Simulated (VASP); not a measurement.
# Ag (Fm-3m) in VASP: further runs

The runs below take Ag through single point, relaxation of cell and atoms, with PBE, B3LYP, r2SCAN.

All numbers are computed with VASP 6.6.1; they aren't measurements. Logs are shortened: lines on timing, memory, paths and dates and some standing lists are left out, and cuts for length are marked.

**1. Starting point**

It takes space group Fm-3m (No. 225, cubic). Conventional cell: a = 4.085 Å, b = 4.085 Å, c = 4.085 Å, α = 90.00°, β = 90.00°, γ = 90.00°. Around Ag (site symmetry m-3m) lie 12 Ag at 2.89 Å.

**2. Single point, PBE**

Contents of INCAR:

```
SYSTEM = Ag
PREC = Accurate
ENCUT = 520
EDIFF = 1E-6
ISMEAR = 0
SIGMA = 0.016
LREAL = .False.
LASPH = .True.
NELM = 100
ALGO = Normal
ISIF = 2
LWAVE = .False.
LCHARG = .False.
GGA = PE
```

Contents of KPOINTS:

```
regular mesh
0
Gamma
  11 11 11
  0 0 0
```

Contents of POSCAR:

```
Ag
1.0
    0.0000000000      2.0427500000      2.0427500000
    2.0427500000      0.0000000000      2.0427500000
    2.0427500000      2.0427500000      0.0000000000
Ag
1
Direct
    0.0000000000      0.0000000000      0.0000000000
```

Potentials or basis: VASP PAW PBE potentials, release 64 (Ag).

On the command line:

```
cat potpaw_PBE.64/Ag/POTCAR > POTCAR
mpirun -np 1 vasp_std > vasp.out
```

OUTCAR:

```text
SYSTEM = Ag
   PREC = Accurate
   ENCUT = 520
   EDIFF = 1E-6
   ISMEAR = 0
   LREAL = .False.
   LASPH = .True.
   NELM = 100
   ISIF = 2
   GGA = PE

 ion  position               nearest neighbor table
   1  0.000  0.000  0.000-

  LATTYP: Found a face centered cubic cell.
 ALAT       =     4.0855000000

  Lattice vectors:

 A1 = (   0.0000000000,   2.0427500000,   2.0427500000)
 A2 = (   2.0427500000,   0.0000000000,   2.0427500000)
 A3 = (   2.0427500000,   2.0427500000,   0.0000000000)

Analysis of symmetry for initial positions (statically):
=====================================================================
 Subroutine PRICEL returns:
 Original cell was already a primitive cell.

 Routine SETGRP: Setting up the symmetry group for a
 face centered cubic supercell.

 Subroutine GETGRP returns: Found 48 space group operations
 (whereof 48 operations were pure point group operations)
 out of a pool of 48 trial point group operations.

The static configuration has the point symmetry O_h .

Analysis of symmetry for dynamics (positions and initial velocities):
=====================================================================
 Subroutine PRICEL returns:
 Original cell was already a primitive cell.

 Routine SETGRP: Setting up the symmetry group for a
 face centered cubic supercell.

 Subroutine GETGRP returns: Found 48 space group operations
 (whereof 48 operations were pure point group operations)
 out of a pool of 48 trial point group operations.

The dynamic configuration has the point symmetry O_h .

 Subroutine INISYM returns: Found 48 space group operations
 (whereof 48 operations are pure point group operations),
 and found     1 'primitive' translations

----------------------------------------------------------------------------------------

                                     Primitive cell

  volume of cell :      17.0481

  direct lattice vectors                    reciprocal lattice vectors
     0.000000000  2.042750000  2.042750000    -0.244768082  0.244768082  0.244768082
     2.042750000  0.000000000  2.042750000     0.244768082 -0.244768082  0.244768082
     2.042750000  2.042750000  0.000000000     0.244768082  0.244768082 -0.244768082

  length of vectors
     2.888884755  2.888884755  2.888884755     0.423950755  0.423950755  0.423950755

  position of ions in fractional coordinates (direct lattice)
     0.000000000  0.000000000  0.000000000

  ion indices of the primitive-cell ions
   primitive index   ion index
                 1           1

----------------------------------------------------------------------------------------

 KPOINTS: regular mesh

Automatic generation of k-mesh.
 Grid dimensions read from file:
 generate k-points for:   11   11   11

 Generating k-lattice:

  Cartesian coordinates                     Fractional coordinates (reciprocal lattice)
    -0.022251644  0.022251644  0.022251644     0.090909091  0.000000000  0.000000000
     0.022251644 -0.022251644  0.022251644     0.000000000  0.090909091  0.000000000
     0.022251644  0.022251644 -0.022251644     0.000000000  0.000000000  0.090909091

  Length of vectors
     0.038540978  0.038540978  0.038540978

  Shift w.r.t. Gamma in fractional coordinates (k-lattice)
     0.000000000  0.000000000  0.000000000

 Subroutine IBZKPT returns following result:
 ===========================================

 Found     56 irreducible k-points:

 Following reciprocal coordinates:
            Coordinates               Weight
  0.000000  0.000000  0.000000      1.000000
  0.090909  0.000000  0.000000      8.000000
  0.181818  0.000000  0.000000      8.000000
  0.272727  0.000000  0.000000      8.000000
  0.363636  0.000000  0.000000      8.000000
  0.454545  0.000000  0.000000      8.000000
[... 16 lines left out ...]
 -0.272727  0.181818  0.000000     24.000000
 -0.181818  0.181818  0.000000     12.000000
 [... further k-points ...]
   k-points           NKPTS =     56   k-points in BZ     NKDIM =     56   number of bands    NBANDS=      9
   number of dos      NEDOS =    301   number of ions     NIONS =      1
   total plane-waves  NPLWV =  13824
   dimension x,y,z NGX =    24 NGY =   24 NGZ =   24
   dimension x,y,z NGXF=    48 NGYF=   48 NGZF=   48
   ions per type =               1
   NGX,Y,Z   is equivalent  to a cutoff of  13.81, 13.81, 13.81 a.u.
   NGXF,Y,Z  is equivalent  to a cutoff of  27.62, 27.62, 27.62 a.u.
 SYSTEM =  Ag
   PREC   = accura    normal or accurate (medium, high low for compatibility)
   ISTART =      0    job   : 0-new  1-cont  2-samecut
   ICHARG =      2    charge: 1-file 2-atom 10-const
   ISPIN  =      1    spin polarized calculation?
   LNONCOLLINEAR =      F non collinear calculations
   LSORBIT =      F    spin-orbit coupling
   LASPH  =      T    aspherical Exc in radial PAW
   ENCUT  =  520.0 eV  38.22 Ry    6.18 a.u.   5.37  5.37  5.37*2*pi/ulx,y,z
   NELM   =    100;   NELMIN=  2; NELMDL= -5     # of ELM steps
   EDIFF  = 0.1E-05   stopping-criterion for ELM
   LREAL  =      F    real-space projection
   EDIFFG = 0.1E-04   stopping-criterion for IOM
   NSW    =      0    number of steps for IOM
   IBRION =     -1    ionic relax: 0-MD 1-quasi-New 2-CG
   NFREE  =      0    steps in history (QN), initial steepest desc. (CG)
   ISIF   =      2    stress and relaxation
   ISYM   =      2    0-nonsym 1-usesym 2-fastsym
   POTIM  = 0.5000    time-step for ionic-motion
   TEBEG  =    0.0;   TEEND  =   0.0 temperature during run
   PSTRESS=    0.0 pullay stress
   NELECT =      11.0000    total number of electrons
   NUPDOWN=      -1.0000    fix difference up-down
   EMIN   =  10.00;   EMAX   =-10.00  energy-range for DOS
   EFERMI =   0.00;   METHOD = LEGACY
   ISMEAR =     0;   SIGMA  =   0.02  broadening in eV -4-tet -1-fermi 0-gaus
   EFERMI_NEDOS =   21; number of points for ismear=-14 and -15
   IALGO  =     38    algorithm
   IMIX   =      4    mixing-type and parameters
     AMIX     =   0.40;   BMIX     =  1.00
     AMIX_MAG =   1.60;   BMIX_MAG =  1.00
  volume/ion in A,a.u.               =      17.05       115.05
  Fermi-wavevector in a.u.,A,eV,Ry     =   1.414644  2.673290 27.228221  2.001218
  Thomas-Fermi vector in A             =   2.536165
   LORBIT       =      0    0 simple, 1 ext, 2 COOP (PROOUT), +10 PAW based schemes
   GGA     = PE    functional components
   LHFCALC =     F    Hartree Fock is set to
   AEXX    =    0.0000 exact exchange contribution
   IVDW    =     0    specifies the selected vdW correction
   LEPSILON=     F    determine dielectric tensor
   LRPA    =     F    only Hartree local field effects (RPA)
 non-spin polarized calculation
 Gauss-broadening in eV      SIGMA  =   0.02
  energy-cutoff  :      520.00
  volume of cell :       17.05
 maximum number of plane-waves:       477
 NGX is ok and might be reduce to    24
   NGX = 11   NGY = 11   NGZ = 11

 number of electron      10.9999999 magnetization

 Free energy of the ion-electron system (eV)
  ---------------------------------------------------
  ext. energy  EPLUGINS =         0.00000000
  ---------------------------------------------------
  free energy    TOTEN  =        -2.70919227 eV

  energy without entropy =       -2.70917182  energy(sigma->0) =       -2.70918205

 E-fermi :   8.7096     XC(G=0): -12.2133

 val. band max:        8.6406123665   @ k =  -0.4545   0.0909   0.0000
 cond. band min:       8.7326388124   @ k =   0.4545   0.3636   0.0000
 fundamental gap:      0.0920264458
 Fermi energy:         8.7095946646

 k-point     1 :       0.0000    0.0000    0.0000
  band No.  band energies     occupation
      1       0.6617      2.00000
      2       3.6136      2.00000
      3       3.6136      2.00000
      4       3.6136      2.00000
      5       4.6472      2.00000
      6       4.6472      2.00000
      7      24.4555      0.00000
      8      28.0355      0.00000
      9      28.0355      0.00000

 k-point     2 :       0.0909    0.0000    0.0000
  band No.  band energies     occupation
      1       0.9170      2.00000
      2       3.5587      2.00000
      3       3.6818      2.00000
      4       3.6818      2.00000
      5       4.6231      2.00000
      6       4.6231      2.00000
      7      24.4176      0.00000
      8      26.2464      0.00000
      9      28.1354      0.00000

 k-point     3 :       0.1818    0.0000    0.0000
  band No.  band energies     occupation
      1       1.5807      2.00000
      2       3.5256      2.00000
      3       3.8043      2.00000
      4       3.8043      2.00000
      5       4.6325      2.00000
      6       4.6325      2.00000
      7      22.1789      0.00000
      8      25.3200      0.00000
      9      28.2631      0.00000

 k-point     4 :       0.2727    0.0000    0.0000
  band No.  band energies     occupation
      1       2.1102      2.00000
      2       3.7962      2.00000
      3       3.7962      2.00000
      4       4.1142      2.00000
      5       4.8444      2.00000
      6       4.8444      2.00000
      7      18.6929      0.00000
      8      24.8900      0.00000
      9      27.9317      0.00000
[... 205 lines left out ...]
 k-point    22 :      -0.3636    0.1818    0.0000
  band No.  band energies     occupation
      1       2.5915      2.00000
      2       3.3651      2.00000
      3       4.0234      2.00000
      4       4.2480      2.00000
      5       5.1049      2.00000
      6       8.8494      0.00000
      7      13.9194      0.00000
      8      20.3856      0.00000
      9      25.0165      0.00000

 k-point    23 :      -0.2727    0.1818    0.0000
  band No.  band energies     occupation
      1       2.7714      2.00000
      2       3.4385      2.00000
      3       3.8738      2.00000
      4       4.0988      2.00000
      5       4.6651      2.00000
      6       7.0596      2.00000
      7      17.0915      0.00000
      8      20.2596      0.00000
      9      25.7776      0.00000

 k-point    24 :      -0.1818    0.1818    0.0000
  band No.  band energies     occupation
      1       2.6923      2.00000
      2       3.2136      2.00000
      3       3.8294      2.00000
      4       4.2267      2.00000
      5       4.2584      2.00000
      6       5.7947      2.00000
      7      20.3628      0.00000
      8      20.7698      0.00000
      9      27.0596      0.00000

 [... further k-points ...]

------------------------ aborting loop because EDIFF is reached ----------------------------------------

  FORCE on cell =-STRESS in cart. coord.  units (eV):
  Direction    XX          YY          ZZ          XY          YZ          ZX
  --------------------------------------------------------------------------------------
  -------------------------------------------------------------------------------------
  Total        0.4357690      0.4357690      0.4357690     -0.0000000     -0.0000000      0.0000000
  in kB       40.9535189     40.9535189     40.9535189     -0.0000000     -0.0000000      0.0000000
  external PRESSURE =      40.9535189 kB  Pullay stress =       0.0000000 kB

 VOLUME and BASIS-vectors are now :
 -----------------------------------------------------------------------------
  energy-cutoff  :      520.00
  volume of cell :       17.05
      direct lattice vectors                 reciprocal lattice vectors
     0.000000000  2.042750000  2.042750000    -0.244768082  0.244768082  0.244768082
     2.042750000  0.000000000  2.042750000     0.244768082 -0.244768082  0.244768082
     2.042750000  2.042750000  0.000000000     0.244768082  0.244768082 -0.244768082

 POSITION                                       TOTAL-FORCE (eV/Angst)
 -----------------------------------------------------------------------------------
      0.00000      0.00000      0.00000         0.000000     -0.000000     -0.000000
 -----------------------------------------------------------------------------------
    total drift:                               -0.000000      0.000000      0.000000

  FREE ENERGIE OF THE ION-ELECTRON SYSTEM (eV)
  ---------------------------------------------------
  free  energy   TOTEN  =        -2.7091922730 eV

  energy  without entropy=       -2.7091718227  energy(sigma->0) =       -2.70918205
```

Run time: 4.3 s. Hardware: 1 thread of Intel Xeon 6975P-C (Granite Rapids), shared host; peak memory 0.14 GiB.

Results:

```yaml
Free_energy: -2.7092 eV
Pressure: 4.1 GPa
Band_gap_on_the_k_mesh: none (metal or under the smearing width)
```

**3. Relaxation of cell and atoms, B3LYP**

POSCAR is that of step 2.

Contents of INCAR.step1:

```
ALGO = Normal
EDIFF = 1E-5
ENCUT = 600
GGA = PE
ISMEAR = -1
LASPH = True
LCHARG = False
LREAL = False
LWAVE = True
NELM = 60
PREC = Accurate
SIGMA = 0.05
```

Contents of INCAR.step2:

```
AEXX = 0.2
AGGAC = 0.81
AGGAX = 0.72
ALDAC = 0.19
ALGO = Normal
EDIFF = 1E-6
EDIFFG = -0.01
ENCUT = 600
GGA = B3
IBRION = 2
ISIF = 3
ISMEAR = -1
ISTART = 1
LASPH = True
LCHARG = False
LHFCALC = True
LREAL = False
LWAVE = False
NELM = 60
NSW = 60
PREC = Accurate
PRECFOCK = Fast
SIGMA = 0.05
```

Contents of KPOINTS:

```
k-points
0
Gamma
  6 6 6
```

Potentials or basis: VASP PAW PBE potentials, release 64 (Ag).

On the command line:

```
cat potpaw_PBE.64/Ag/POTCAR > POTCAR
cp INCAR.step1 INCAR
mpirun -np 1 vasp_std > vasp.out
cp INCAR.step2 INCAR
mpirun -np 1 vasp_std > vasp.out
```

Run time: 7.2 min. Hardware: 1 thread of Intel Xeon 6975P-C (Granite Rapids), shared host; peak memory 0.16 GiB.

Results (log left out):

```
Free energy                            : -2.4099 eV
Relaxed volume                         : 19.28 Å³/atom
Relaxed cell                           : a = 3.010 Å, b = 3.010 Å, c = 3.010 Å, α = 60.00°, β = 60.00°, γ = 60.00°
Space group after relaxing (to 0.05 Å) : Fm-3m (No. 225)
Energy gained by relaxing              : 76.5 meV/atom
Ionic steps                            : 4
Pressure after relaxing                : -0.1 GPa
Band gap on the k mesh                 : none (metal or under the smearing width)
```

The path:
```csv
step,energy change (eV),largest force (eV/Å),pressure (GPa),volume (Å³)
1,0.0000,0.0000,10.88,17.05
2,-0.0701,0.0000,-2.47,20.07
3,-0.0764,0.0000,-0.44,19.39
4,-0.0765,0.0000,-0.07,19.28
```

Final structure:
```cif
data_structure
_symmetry_space_group_name_H-M 'P 1'
_symmetry_Int_Tables_number 1
_cell_length_a 3.0100
_cell_length_b 3.0100
_cell_length_c 3.0100
_cell_angle_alpha 60.000
_cell_angle_beta 60.000
_cell_angle_gamma 60.000
_cell_volume 19.28
loop_
_atom_site_label
_atom_site_type_symbol
_atom_site_fract_x
_atom_site_fract_y
_atom_site_fract_z
_atom_site_occupancy
Ag1 Ag 0.00000 0.00000 0.00000 1
```

Levels at points of the mesh, in eV from the Fermi level:
```
           k point  band 4  band 5  band 6  band 7  band 8  band 9
(0.00, 0.00, 0.00)   -5.46   -4.60   -4.60   17.39   20.17   20.17
(0.50, 0.00, 0.00)   -3.87   -3.87    0.75    3.98   16.61   18.16
(0.50, 0.50, 0.00)   -3.67   -3.67    2.73    7.13   11.46   11.46
```

Caveat: the k mesh is coarse (spacing up to 0.44 Å⁻¹), so the values aren't converged, least of all with exact exchange; the PAW data sets were made with another functional, which shifts forces and pressure a little; the volume moved by +13 % from the deposited cell, more than functionals usually miss. Zero-point motion and thermal expansion aren't in these numbers.

**4. Relaxation of cell and atoms, r2SCAN**

Contents of INCAR:

```
SYSTEM = Ag
PREC = Accurate
ENCUT = 600
EDIFF = 1E-6
ISMEAR = 1
SIGMA = 0.1
LREAL = .FALSE.
LASPH = .TRUE.
NELM = 60
ALGO = Normal
ISIF = 3
LWAVE = .FALSE.
LCHARG = .FALSE.
METAGGA = R2SCAN
LMIXTAU = .TRUE.
IBRION = 2
NSW = 60
EDIFFG = -0.01
```

Contents of KPOINTS:

```
Automatic mesh
0
G
  11 11 11
  0 0 0
```

POSCAR is that of step 3.

On the command line:

```
cat potpaw_PBE.64/Ag/POTCAR > POTCAR
mpirun -np 1 vasp_std > vasp.out
```

Wall time 48 s (1 thread of Intel Xeon Platinum 8559C (Emerald Rapids), shared host); peak memory 0.16 GiB.

Results (log left out):

* Free energy: -21.3574 eV
* Relaxed volume: 17.24 Å³/atom
* Relaxed cell: a = 2.900 Å, b = 2.900 Å, c = 2.900 Å, α = 60.00°, β = 60.00°, γ = 60.00°
* Space group after relaxing (to 0.05 Å): Fm-3m (No. 225)
* Energy gained by relaxing: 0.7 meV/atom
* Ionic steps: 3
* Pressure after relaxing: 0.1 GPa
* Band gap on the k mesh: none (metal or under the smearing width)

Step by step:
| step | energy change (eV) | largest force (eV/Å) | pressure (GPa) | volume (Å³) |
| --- | --- | --- | --- | --- |
| 1 | 0.0000 | 0.0000 | 1.26 | 17.05 |
| 2 | -0.0004 | 0.0000 | -0.75 | 17.38 |
| 3 | -0.0007 | 0.0000 | 0.05 | 17.24 |

Final structure:
```
Ag
1.0
     0.00000    2.05051    2.05051
     2.05051    0.00000    2.05051
     2.05051    2.05051    0.00000
Ag
1
Direct
  0.00000 0.00000 0.00000
```

Levels at points of the mesh, in eV from the Fermi level:
```
           k point  band 4  band 5  band 6  band 7  band 8  band 9
(0.00, 0.00, 0.00)   -5.41   -4.39   -4.39   16.32   19.98   19.98
```

Caveat: the PAW data sets were made with another functional, which shifts forces and pressure a little. Zero-point motion and thermal expansion aren't in these numbers.

**5. Summary**

| task | level | cell | k mesh | cutoff (eV) | smearing | grid for exact exchange (PRECFOCK) | exchange at q = 0 | mesh quality | gap on the mesh (eV) | pressure (GPa) | relaxed volume (Å³/atom) |
| --- | --- | --- | --- | --- | --- | --- | --- | --- | --- | --- | --- |
| single point | PBE | as given | 11 × 11 × 11 | 520 | gaussian 0.016 eV | - | - | not flagged | none | 4.1 | - |
| relaxation of cell and atoms | B3LYP | relaxed | 6 × 6 × 6 | 600 | fermi-dirac 0.05 eV | Fast | default | coarse | none | -0.1 | 19.28 |
| relaxation of cell and atoms | r2SCAN | relaxed | 11 × 11 × 11 | 600 | methfessel-paxton 0.1 eV | - | - | not flagged | none | 0.1 | 17.24 |

Alike in all rows: potentials or basis VASP PAW PBE potentials, release 64 (Ag); no spin polarisation.

Caveats: some runs use coarse meshes; the PAW data sets were made with another functional, which shifts forces and pressure a little (some runs); the volume moved by +13 % from the deposited cell, more than functionals usually miss (some runs).

Total energies depend on the potentials used, so only differences within one code and one set of settings carry meaning.
